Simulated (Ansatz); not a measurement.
**Structure relaxation of Pb**

The calculation used DFT PBE, scalar-relativistic, plane waves, PAW (Ansatz). Cutoff 420 eV, Γ-centred k mesh, Gaussian smearing, no spin polarisation in the final step.

Pb was placed on the alpha-gallium structure type (Cmce, No. 64), at a guessed volume.

```yaml
crystal:
  lattice:
    - [2.68139, -4.54446, 0.00000]
    - [2.68139, 4.54446, 0.00000]
    - [0.00000, 0.00000, 5.36992]
  atoms:
    - { symbol: Pb, position: [0.15250, 0.84750, 0.07850] }
    - { symbol: Pb, position: [0.65250, 0.34750, 0.42150] }
    - { symbol: Pb, position: [0.84750, 0.15250, 0.92150] }
    - { symbol: Pb, position: [0.34750, 0.65250, 0.57850] }
```

Cell and atoms relax at zero pressure; the relaxation can't lower the symmetry of the start. After a coarse first stage the cell is made exact in the group found at 0.06 Å.

Energies count from the standard state of Pb at the same level.

Problem. Which crystal results?

Solution. It ends in Fmmm (No. 69). Conventional cell: a = 4.753 Å, b = 5.151 Å, c = 11.470 Å. Pb is coordinated by 9 Pb at 3.36–3.50 Å.

Space group Fmmm (No. 69). a = 4.753 Å, b = 5.151 Å, c = 11.470 Å, α = 90.00°, β = 90.00°, γ = 90.00°
```tsv
atom	site	symmetry	x	y	z
Pb	8i	mm2	0.5000	0.0000	0.3533
```

Problem. What are its volume, energy, density and gap?

Solution. The volume per atom is 35.10 Å³, the density is 9.80 g/cm³ and the energy over the standard structure is 0.10 eV/atom. The gap on the 10×10×8 mesh is 0 eV (a metal).

The final run used a 10×10×8 mesh on its 4-atom cell and 0.10 eV smearing. For metals, differences of a few meV/atom aren't resolved. Spin–orbit coupling is left out. Symmetry constrained the relaxation, so the result can be a saddle point. The steps took about 19 core-minutes in all.

This form isn't the element's structure at ambient conditions.